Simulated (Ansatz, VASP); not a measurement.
One calculation of InP, two programs

File INCAR:

```
ALGO = Normal
EDIFF = 1E-8
ENCUT = 520
GGA = PS
ISIF = 2
ISMEAR = -1
LASPH = T
LCHARG = F
LEFG = T
LREAL = F
LWAVE = F
NBANDS = 16
NELM = 80
PREC = Accurate
SIGMA = 0.03
```

File KPOINTS:

```
k-points
0
Gamma
  11 11 11
```

POSCAR

```
InP
1.0
    0.0000000000      2.8925700979      2.8925700979
    2.8925700979      0.0000000000      2.8925700979
    2.8925700979      2.8925700979      0.0000000000
In P
1 1
Direct
    0.0000000000      0.0000000000      0.0000000000
    0.5000000000      0.5000000000      0.5000000000
```

Input for Ansatz:

```yaml
crystal:
  lattice:
    - [0.0, 2.8925700979, 2.8925700979]
    - [2.8925700979, 0.0, 2.8925700979]
    - [2.8925700979, 2.8925700979, 0.0]
  atoms:
    - { symbol: In, position: [0.0, 0.0, 0.0] }
    - { symbol: P, position: [0.5, 0.5, 0.5] }
kpoints:
  mp_grid: { grid: [11, 11, 11] }
scf:
  occupations: { method: fermi_dirac, width: 0.03 }
hamiltonian:
  xc: pbesol
  pseudopotentials: { kind: all_electron, datasets: crystal }
output:
  forces: true
  stress: true
  eigenvalues: true
  efg: { contact_densities: true }
```

Change from the starting cell: volume scaled by 1.04, crystal datasets.

Alike in both runs: task electric field gradients; functional PBEsol; k mesh 11 × 11 × 11; occupations fermi-dirac, width 0.03 eV; no spin polarisation.

|  | VASP | Ansatz |
| --- | --- | --- |
| version | VASP 6.6.1 | Ansatz 0.2.0 |
| potentials or method | VASP PAW PBE potentials, release 64 (In_d, P) | all-electron PAW with datasets made for the crystal, scalar-relativistic |
| plane-wave cutoff (eV) | 520 | see its input |

```tsv
	VASP	Ansatz	Ansatz less VASP
pressure (GPa)	-9.6	-9.6	0.00
Vzz of the field gradient on the site that differs most (V/Å²)	0.0	0.0	0.00
```

Ansatz ran all-electron here, so the differences hold the error of VASP's frozen core and of both bases. Ansatz warned: «gradients_without_spin_orbit».

Caveats: the PAW data sets were made with another functional, which shifts forces and pressure a little (VASP).
